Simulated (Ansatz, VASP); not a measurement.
**One calculation of PtS2, two programs**

File INCAR:

```
PREC = Accurate ; ENCUT = 520
EDIFF = 1E-7 ; ISMEAR = 0
SIGMA = 0.05 ; LREAL = F
LASPH = T ; NELM = 100
ALGO = Normal ; ISIF = 2
LWAVE = F ; LCHARG = F
GGA = PE ; NBANDS = 18
```

The input KPOINTS:

```
Automatic mesh
0
Gamma
  12 12 8
```

POSCAR

```
PtS2
1.0
    3.5431994758      0.0000000000      0.0000000000
   -1.7715997379      3.0685007567      0.0000000000
    0.0000000000      0.0000000000      4.7868600000
Pt S
1 2
Direct
    0.0000000000      0.0000000000      0.0000000000
    0.3333333333      0.6666666667      0.2500000000
    0.6666666667      0.3333333333      0.7500000000
```

Input for Ansatz:

```yaml
crystal:
  lattice:
    - [3.5431994758, 0.0, 0.0]
    - [-1.7715997379, 3.0685007567, 0.0]
    - [0.0, 0.0, 4.78686]
  atoms:
    - { symbol: Pt, position: [0.0, 0.0, 0.0] }
    - { symbol: S, position: [0.3333333333, 0.6666666667, 0.25] }
    - { symbol: S, position: [0.6666666667, 0.3333333333, 0.75] }
basis:
  ecutwfc: 420
kpoints:
  mp_grid: { grid: [12, 12, 8] }
hamiltonian:
  xc: pbe
scf:
  occupations: { method: gaussian, width: 0.05 }
output:
  forces: true
  stress: true
  eigenvalues: true
```

Change from the starting cell: strain +0.000 along x and y, -0.050 along z, atoms carried along.

Alike in both runs: task single point; functional PBE; k mesh 12 × 12 × 8; occupations gaussian, width 0.05 eV; no spin polarisation.

|  | VASP | Ansatz |
| --- | --- | --- |
| version | VASP 6.6.1 | Ansatz 0.2.0 |
| potentials or method | VASP PAW PBE potentials, release 64 (Pt, S) | scalar-relativistic, plane waves, PAW |
| plane-wave cutoff (eV) | 520 | 420 |
| valence electrons in the cell | 22 | 30 |

Ansatz gave:

| Quantity | Value |
| --- | --- |
| gap on the k mesh at the Fermi level (eV) | 0.39 |
| least direct gap on the mesh (eV) | 0.76 |
| pressure (GPa) | 8.4 |
| largest component of the traceless stress (GPa) | 1.41 |
| rms of the force components (eV/Å) | 0.198 |

Q: Estimate VASP's values.

A: gap on the k mesh at the Fermi level (eV): 0.40; least direct gap on the mesh (eV): 0.77; pressure (GPa): 7.9; largest component of the traceless stress (GPa): 1.24; rms of the force components (eV/Å): 0.178.

Atom by atom the forces differ by 0.021 eV/Å (rms over components). The two sets of potentials don't hold the same shells in valence.

Caveats: spin-orbit coupling is left out, which moves the levels of the heavy elements; the cell's inner coordinates are idealised or old, which leaves forces on the atoms.
